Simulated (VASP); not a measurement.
Here is a VASP 6.6.1 calculation.

INCAR

```
  PREC = Accurate
  ENCUT = 520
  EDIFF = 1E-7
  ISMEAR = -1
  SIGMA = 0.05
  LREAL = F
  LASPH = T
  NELM = 60
  ALGO = Normal
  ISIF = 2
  LWAVE = F
  LCHARG = F
  GGA = PE
  NBANDS = 16
```

KPOINTS

```
Automatic mesh
0
Gamma
  8 8 8
```

POSCAR

```
CdSe
1.0
    3.5568600000      0.0000000000      0.0000000000
    0.0000000000      3.5568600000      0.0000000000
    0.0000000000      0.0000000000      3.5568600000
Cd Se
1 1
Direct
    0.5000000000      0.5000000000      0.5000000000
    0.0000000000      0.0000000000      0.0000000000
```

Potentials or basis: VASP PAW PBE potentials, release 64 (Cd, Se).

Command:

```sh
$ cat potpaw_PBE.64/Cd/POTCAR potpaw_PBE.64/Se/POTCAR > POTCAR
$ mpirun -np 1 vasp_std > vasp.out
```

Problem. Estimate the pressure.

Solution. 0.3 GPa.

Problem. Predict the band gap on the k mesh.

Solution. None (metal or under the smearing width).
